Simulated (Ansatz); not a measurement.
# Zone-centre phonons of BN at 20 GPa: input and output

Computed with Ansatz, DFT PBEsol, scalar-relativistic, plane waves, PAW.

Launched with:
```bash
ansatz run input.yaml --threads 1 --pin off --max-ram 3072MiB --backend cpu --events-out ev --progress --plain --runs-dir out
```

Input (bare energies are in eV):
```yaml
crystal:
  lattice:
    - [0.0, 1.7744856826, 1.7744856826]
    - [1.7744856826, 0.0, 1.7744856826]
    - [1.7744856826, 1.7744856826, 0.0]
  atoms:
    - { symbol: B, position: [0.0, 0.0, 0.0] }
    - { symbol: "N", position: [0.75, 0.75, 0.75] }
basis:
  ecutwfc: 420
kpoints:
  mp_grid: { grid: [12, 12, 12] }
hamiltonian:
  xc: pbesol
scf:
  occupations: { method: fixed }
output:
  eigenvalues: true
phonons:
  method: dfpt
  dielectric: true
  rigid_motions: translations
  eigenvectors: true
```

Results section of the output:
```
--- Phonons (Γ-DFPT): 2 representative perturbations + reference, on 280 of 1728 k-points (Σ response iterations 6) ---
  k mesh reduced under 4 symmetry operations, with k and −k counted as one. Each operation leaves every solved perturbation unchanged. A smaller set is not considered because the run solves the response ...
  ASR residual: 1.068e-4 → 0.000e0 eV/Å²; symmetrization residual: 4.213e-7 eV/Å²
  ASR residual per site (eV/Å²): 2.83e-5 1.07e-4
  Γ frequencies (cm⁻¹): 0.00 0.00 0.00 1109.36 1109.36 1109.36
  ε∞ (high-frequency dielectric tensor):
        4.587434     0.000000     0.000000
       -0.000000     4.587434     0.000000
        0.000000     0.000000     4.587434
  ε⁰ (static dielectric tensor: ions relaxed, cell fixed):
        6.658437    -0.000000     0.000000
       -0.000000     6.658437     0.000000
        0.000000     0.000000     6.658437
  ε⁰ − ε∞ (ionic part):
        2.071003    -0.000000     0.000000
       -0.000000     2.071003     0.000000
        0.000000     0.000000     2.071003
  softest optical mode at Γ: 1109.36 cm⁻¹; the repairs (sum rule, projections) moved no ω² at Γ by more than (1.46 cm⁻¹)²
  Born effective charges Z* (e; rows j = field, columns β = displacement):
    site 0:
         1.87926   -0.00000    0.00000
         0.00000    1.87926   -0.00000
         0.00000   -0.00000    1.87926
    site 1:
        -1.87926    0.00000   -0.00000
        -0.00000   -1.87926    0.00000
        -0.00000    0.00000   -1.87926
  Z* charge neutrality: 2.194e-6 e pre-enforcement
  k-mesh period / interband length: 30.1 Å / 1.29 Å = 23.29 at k = (0.0000, -0.5000, -0.5000), direct gap 9.567 eV — 14 or more, which is no proof of convergence
  optical modes at Γ without the LO–TO term, one row a degenerate level:
      ω (cm⁻¹) modes IR ((D/Å)²/amu)
       1109.36      3            40.0623
  optical modes at Γ + LO–TO along q̂ = [1.0000, 0.0000, 0.0000]:
      ω (cm⁻¹) modes IR ((D/Å)²/amu)
       1109.36      2            26.7082
       1336.52      1            13.3541
  optical modes at Γ + LO–TO along q̂ = [0.0000, 1.0000, 0.0000]:
      ω (cm⁻¹) modes IR ((D/Å)²/amu)
       1109.36      2            26.7082
       1336.52      1            13.3541
  optical modes at Γ + LO–TO along q̂ = [0.0000, 0.0000, 1.0000]:
      ω (cm⁻¹) modes IR ((D/Å)²/amu)
       1109.36      2            26.7082
       1336.52      1            13.3541
```

Time: 13 s on 1 thread of Arm Neoverse V1, on a shared host, peak memory 0.36 GiB.